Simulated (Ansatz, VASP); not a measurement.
V: VASP beside Ansatz

```
CELL_PARAMETERS angstrom
-1.49292 1.49292 1.49292
1.49292 -1.49292 1.49292
1.49292 1.49292 -1.49292
ATOMIC_POSITIONS crystal
V 0.00000 0.00000 0.00000
```

Alike in both runs: task single point; functional BLYP; k mesh 24 × 24 × 24; occupations fermi-dirac, width 0.1 eV; no spin polarisation.

|  | VASP | Ansatz |
| --- | --- | --- |
| version | VASP 6.6.1 | Ansatz 0.2.0 |
| potentials or method | VASP PAW PBE potentials, release 64 (V_sv) | plane waves (420 eV) with PAW, scalar-relativistic |
| plane-wave cutoff (eV) | 520 | 420 |
| valence electrons in the cell | 13 | 13 |

```csv
,VASP,Ansatz,Ansatz less VASP
pressure (GPa),7.8,7.5,-0.36
```

With one functional, cell and mesh, what is left measures potentials, basis and numerics.

Caveats: the PAW data sets were made with another functional, which shifts forces and pressure a little (VASP).
